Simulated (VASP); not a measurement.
# Bi (Im-3m) in VASP: a series of runs, part 2 of 2

VASP 6.6.1. Earlier steps stand in the parts before.

**3. Single point, PBEsol**

This run uses another cell than the first one, of 24.41 Å³/atom, 0.922 times its volume.

The input, INCAR:

```
PREC = Accurate
ENCUT = 520
EDIFF = 1E-6
ISMEAR = -1
SIGMA = 0.1
LREAL = False
LASPH = True
NELM = 60
ALGO = Normal
ISIF = 2
LWAVE = False
LCHARG = False
GGA = PS
NBANDS = 14
```

The input, KPOINTS:

```
regular mesh
0
Gamma
  16 16 16
```

The input, POSCAR:

```
Bi
1.0
   -1.8273229189      1.8273229189      1.8273229189
    1.8273229189     -1.8273229189      1.8273229189
    1.8273229189      1.8273229189     -1.8273229189
Bi
1
Direct
    0.0000000000      0.0000000000      0.0000000000
```

Potentials or basis: VASP PAW PBE potentials, release 64 (Bi_d).

The run is started by

```bash
> cat potpaw_PBE.64/Bi_d/POTCAR > POTCAR
> mpirun -np 1 vasp_std > vasp.out
```

OUTCAR:

```text
PREC = Accurate
   ENCUT = 520
   EDIFF = 1E-6
   ISMEAR = -1
   LREAL = False
   LASPH = True
   NELM = 60
   ISIF = 2
   GGA = PS

 ion  position               nearest neighbor table
   1  0.000  0.000  0.000-

  LATTYP: Found a body centered cubic cell.
 ALAT       =     3.6546458378

  Lattice vectors:

 A1 = (  -1.8273229189,   1.8273229189,   1.8273229189)
 A2 = (   1.8273229189,  -1.8273229189,   1.8273229189)
 A3 = (   1.8273229189,   1.8273229189,  -1.8273229189)

Analysis of symmetry for initial positions (statically):
=====================================================================
 Subroutine PRICEL returns:
 Original cell was already a primitive cell.

 Routine SETGRP: Setting up the symmetry group for a
 body centered cubic supercell.

 Subroutine GETGRP returns: Found 48 space group operations
 (whereof 48 operations were pure point group operations)
 out of a pool of 48 trial point group operations.

The static configuration has the point symmetry O_h .

Analysis of symmetry for dynamics (positions and initial velocities):
=====================================================================
 Subroutine PRICEL returns:
 Original cell was already a primitive cell.

 Routine SETGRP: Setting up the symmetry group for a
 body centered cubic supercell.

 Subroutine GETGRP returns: Found 48 space group operations
 (whereof 48 operations were pure point group operations)
 out of a pool of 48 trial point group operations.

The dynamic configuration has the point symmetry O_h .

 Subroutine INISYM returns: Found 48 space group operations
 (whereof 48 operations are pure point group operations),
 and found     1 'primitive' translations

----------------------------------------------------------------------------------------

                                     Primitive cell

  volume of cell :      24.4065

[... 107 lines left out ...]
  volume/ion in A,a.u.               =      24.41       164.70
  Fermi-wavevector in a.u.,A,eV,Ry     =   1.391885  2.630281 26.359155  1.937343
  Thomas-Fermi vector in A             =   2.515681
   LORBIT       =      0    0 simple, 1 ext, 2 COOP (PROOUT), +10 PAW based schemes
   GGA     = PS    functional components
   LHFCALC =     F    Hartree Fock is set to
   AEXX    =    0.0000 exact exchange contribution
   IVDW    =     0    specifies the selected vdW correction
   LEPSILON=     F    determine dielectric tensor
   LRPA    =     F    only Hartree local field effects (RPA)
 non-spin polarized calculation
  energy-cutoff  :      520.00
  volume of cell :       24.41
 maximum number of plane-waves:       682
   NGX = 11   NGY = 11   NGZ = 11

 number of electron      15.0000007 magnetization

 Free energy of the ion-electron system (eV)
  ---------------------------------------------------
  ext. energy  EPLUGINS =         0.00000000
  ---------------------------------------------------
  free energy    TOTEN  =        -3.93897772 eV

  energy without entropy =       -3.92137396  energy(sigma->0) =       -3.93017584

 E-fermi :  11.1139     XC(G=0): -11.6518

 val. band max:       11.0866327127   @ k =   0.3125   0.1250   0.0625
 cond. band min:      11.1713750018   @ k =   0.1875   0.1875   0.0625
 fundamental gap:      0.0847422891
 Fermi energy:        11.1138530357

 k-point     1 :       0.0000    0.0000    0.0000
  band No.  band energies     occupation
      1     -12.1054      2.00000
      2     -12.1054      2.00000
      3     -12.1054      2.00000
      4     -11.8247      2.00000
      5     -11.8247      2.00000
      6      -4.3802      2.00000
      7      18.2689      0.00000
      8      18.2689      0.00000
      9      18.2689      0.00000
     10      21.5607      0.00000
     11      21.5607      0.00000
     12      21.5607      0.00000
     13      23.9056      0.00000
     14      24.6159      0.00000
[... 377 lines left out ...]
      1     -12.1452      2.00000
      2     -12.0363      2.00000
      3     -11.8688      2.00000
      4     -11.8525      2.00000
      5     -11.7565      2.00000
      6      -1.0267      2.00000
      7       7.6821      2.00000
      8      10.8243      1.89527
      9      14.6911      0.00000
     10      20.3514      0.00000
     11      21.5112      0.00000
     12      24.1658      0.00000
     13      26.5594      0.00000
     14      26.8521      0.00000

 [... further k-points ...]
[... 5 lines left out ...]
  --------------------------------------------------------------------------------------
  -------------------------------------------------------------------------------------
  Total        3.0667601      3.0667601      3.0667601      0.0000000      0.0000000     -0.0000000
  in kB      201.3188751    201.3188751    201.3188751      0.0000000      0.0000000     -0.0000000
  external PRESSURE =     201.3188751 kB  Pullay stress =       0.0000000 kB

 VOLUME and BASIS-vectors are now :
 -----------------------------------------------------------------------------
  energy-cutoff  :      520.00
  volume of cell :       24.41
      direct lattice vectors                 reciprocal lattice vectors
    -1.827322919  1.827322919  1.827322919     0.000000000  0.273624325  0.273624325
     1.827322919 -1.827322919  1.827322919     0.273624325  0.000000000  0.273624325
     1.827322919  1.827322919 -1.827322919     0.273624325  0.273624325  0.000000000

 POSITION                                       TOTAL-FORCE (eV/Angst)
 -----------------------------------------------------------------------------------
      0.00000      0.00000      0.00000        -0.000000     -0.000000     -0.000000
 -----------------------------------------------------------------------------------
    total drift:                               -0.000000      0.000000      0.000000

  FREE ENERGIE OF THE ION-ELECTRON SYSTEM (eV)
  ---------------------------------------------------
  free  energy   TOTEN  =        -3.9389777176 eV

  energy  without entropy=       -3.9213739648  energy(sigma->0) =       -3.93017584
```

stdout:

```text
POSCAR found type information on POSCAR Bi
 POSCAR found :  1 types and       1 ions
 scaLAPACK will be used
 -----------------------------------------------------------------------------
|                                                                             |
|                                                                             |
|     You enforced a specific xc type in the INCAR file but a different       |
|     I HOPE YOU KNOW WHAT YOU ARE DOING!                                     |
|                                                                             |
 -----------------------------------------------------------------------------

 LDA part: xc-table for (Slater+PW92), standard interpolation
 POSCAR, INCAR and KPOINTS ok, starting setup
 FFT: planning ... GRIDC
 FFT: planning ... GRID_SOFT
 FFT: planning ... GRID
 WAVECAR not read
 entering main loop
```

It took 26 s on 1 thread of Intel Xeon Platinum 8488C (Sapphire Rapids), shared host; peak memory 0.17 GiB.

What came out:

- Free energy: -3.9390 eV
- Pressure: 20.1 GPa
- Band gap on the k mesh: none (metal or under the smearing width)

Levels at points of the mesh, in eV from the Fermi level:
| k point | band 5 | band 6 | band 7 | band 8 | band 9 | band 10 | band 11 | band 12 |
| --- | --- | --- | --- | --- | --- | --- | --- | --- |
| (0.00, 0.00, 0.00) | -22.94 | -15.49 | 7.16 | 7.16 | 7.16 | 10.45 | 10.45 | 10.45 |
| (0.50, 0.00, 0.00) | -22.76 | -10.84 | -6.65 | 2.10 | 4.06 | 7.04 | 8.34 | 14.08 |
| (0.50, 0.50, 0.50) | -22.80 | -7.42 | -2.39 | -2.39 | -2.39 | 3.35 | 3.35 | 16.04 |

Caveat: so large a pressure means that the cell lies far from this level's equilibrium, or that cutoff or potentials fall short; the potentials were made for another functional, which shifts forces and pressure; spin-orbit coupling is left out, which moves the levels of the heavy elements.

**4. Single point, PBEsol**

This run uses another cell than the first one, of 24.41 Å³/atom, 0.922 times its volume.

The input, INCAR:

```
PREC = Accurate
ENCUT = 520
EDIFF = 1E-6
ISMEAR = -1
SIGMA = 0.1
LREAL = F
LASPH = T
NELM = 100
ALGO = Normal
ISIF = 2
LWAVE = F
LCHARG = T
GGA = PS
LELF = T
LVHAR = T
NBANDS = 14
```

The input, KPOINTS:

```
Automatic mesh
0
Gamma
  16 16 16
```

POSCAR is that of step 3.

The run is started by

```bash
> cat potpaw_PBE.64/Bi_d/POTCAR > POTCAR
> mpirun -np 1 vasp_std > vasp.out
```

Run time: 31 s. Hardware: 1 thread of Intel Xeon Platinum 8488C (Sapphire Rapids), shared host; peak memory 0.16 GiB.

It converged, with:

```
Free energy            : -3.9390 eV
Pressure               : 20.1 GPa
Band gap on the k mesh : none (metal or under the smearing width)
```

Levels at points of the mesh, in eV from the Fermi level:
```
           k point  band 4  band 5  band 6  band 7  band 8  band 9  band 10  band 11  band 12  band 13
(0.00, 0.00, 0.00)  -22.94  -22.94  -15.49    7.16    7.16    7.16    10.45    10.45    10.45    12.79
(0.50, 0.00, 0.00)  -22.95  -22.76  -10.84   -6.65    2.10    4.06     7.04     8.34    14.08    14.47
(0.50, 0.50, 0.50)  -22.80  -22.80   -7.42   -2.39   -2.39   -2.39     3.35     3.35    16.04    20.00
```

Caveat: so large a pressure means that the cell lies far from this level's equilibrium, or that cutoff or potentials fall short; the potentials were made for another functional, which shifts forces and pressure; spin-orbit coupling is left out, which moves the levels of the heavy elements.
